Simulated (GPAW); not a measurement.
A run of GPAW 26.7.0:

File run.py:

```python
import numpy as np
from ase.dft.bandgap import bandgap
from ase.io import read, write
from gpaw import GPAW, PW
from gpaw.response.df import DielectricFunction

atoms = read('Ir.xyz')

calc = GPAW(mode=PW(500),
            xc='PBE',
            kpts={'size': (10, 10, 10), 'gamma': True},
            occupations={'name': 'fermi-dirac', 'width': 0.05},
            nbands=16,
            convergence={'density': 1e-06},
            maxiter=150,
            txt='gpaw.txt')
atoms.calc = calc
energy = atoms.get_potential_energy()
calc.write('gs.gpw')
write('result.traj', atoms)
print(f'Energy: {energy:.6f} eV')
print('Fermi level:', round(calc.get_fermi_level(), 4), 'eV')
print(f'Gap: {bandgap(calc)[0]:.4f} eV, direct: {bandgap(calc, direct=True)[0]:.4f} eV')

dense = calc.fixed_density(kpts={'size': (30, 30, 30), 'gamma': True},
                           nbands=30, convergence={'bands': 24, 'eigenstates': 1e-7},
                           update_fermi_level=True, txt='dense.txt')
dense.write('dense.gpw', mode='all')

df = DielectricFunction('dense.gpw', frequencies={'type': 'nonlinear', 'domega0': 0.05, 'omega2': 10},
                        eta=0.2, ecut=50, nbands=24, txt='df.txt')
for i, q_c in enumerate([[0.0, 0.0, 0.1333333333], [0.0, 0.0, 0.4666666667]]):
    eels0, eels = df.get_eels_spectrum(xc='RPA', q_c=q_c, filename=f'eels_{i}.csv')
    q = np.linalg.norm(2 * np.pi * np.array(q_c) @ atoms.cell.reciprocal())
    w = df.get_frequencies()
    print(f'|q| = {q:.4f} 1/A: loss peak at {w[eels[w < 45].argmax()]:.3f} eV (below 45 eV)')
```

Ir.xyz

```xyz
1
Lattice="0.0000000000 1.9282864624 1.9282864624 1.9282864624 0.0000000000 1.9282864624 1.9282864624 1.9282864624 0.0000000000" Properties=species:S:1:pos:R:3 pbc="T T T"
Ir     0.0000000000      0.0000000000      0.0000000000
```

Potentials or basis: GPAW PAW data sets (gpaw-data 1.2.1), pw.

The run is started by

```sh
$ OMP_NUM_THREADS=1 python run.py
```

Hardware: 1 thread of Arm Neoverse V2 (shared host).

Problem. Estimate the wall time of this run.

Solution. Run time: 3.6 min on 1 thread of Arm Neoverse V2, on a shared host, peak memory 0.44 GiB. Counts: scf iterations 18, plane waves 373, bands 16, k points 47.
